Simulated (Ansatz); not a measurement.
# GaSb: a tetragonal deformation path

The task here is to estimate one member of a computed series from the others.

The COD entry's cell or inner coordinates are ideal or old and differ from later refinements, so a difference from it is no clean test against experiment.

Program: Ansatz 0.2.0. Level of theory: DFT r2SCAN, scalar-relativistic, plane waves, PAW. These are calculated values, not measurements.

## The system as given

It takes space group F-43m (No. 216, cubic). Conventional cell: a = 6.118 Å, b = 6.118 Å, c = 6.118 Å, α = 90.00°, β = 90.00°, γ = 90.00°. Ga (site symmetry -43m) is surrounded by 4 Sb at 2.65 Å. Around Sb (site symmetry -43m) lie 4 Ga at 2.65 Å.

As a file:

```xyz
2
Lattice="0.0000 3.0590 3.0590 3.0590 0.0000 3.0590 3.0590 3.0590 0.0000" Properties=species:S:1:pos:R:3 pbc="T T T"
Ga    0.0000    0.0000    0.0000
Sb    4.5885    4.5885    4.5885
```

The structure comes from the Crystallography Open Database.

The first run:

input.yaml reads:

```yaml
crystal:
  lattice:
    - [0.0, 3.059, 3.059]
    - [3.059, 0.0, 3.059]
    - [3.059, 3.059, 0.0]
  atoms:
    - { symbol: Ga, position: [0.0, 0.0, 0.0] }
    - { symbol: Sb, position: [0.75, 0.75, 0.75] }
basis:
  ecutwfc: 500
kpoints:
  mp_grid: { grid: [6, 6, 6] }
hamiltonian:
  xc: r2scan
scf:
  occupations: { method: gaussian, width: 0.1 }
output:
  forces: true
  stress: true
  eigenvalues: true
```

Steps of the session up to this table: A first look at the start; The undisturbed cell; ρ = 0.707; At ρ = 1.414; At ρ = 0.850; Point ρ = 1.200.

One of the session's tables, all rows but one given; the rest of the session is left out.

The scan, with free energies counted from the undisturbed cell:

| ρ | ΔE (meV/atom) | pressure (GPa) |
| --- | --- | --- |
| 0.707 | 204.1 | -1.4 |
| 0.850 | ? | ? |
| 1.000 | 0.0 | 0.4 |
| 1.200 | 117.9 | 0.4 |
| 1.414 | 410.0 | 0.3 |

Estimate the missing values for ρ = 0.850.

Worked estimate for «ΔE (meV/atom)». A straight line through the neighbours (0.707, 204.1) and (1.000, 0.0) gives 204.1 + (0.0 − 204.1) × (0.850 − 0.707) / (1.000 − 0.707) = 104.5; a parabola fitted to 3 rows on both sides gives 48.5.

**Answer.** ΔE (meV/atom): 62.5; pressure (GPa): 0.0. In «ΔE (meV/atom)» the line misses by +42.0 and the parabola by -14.0.
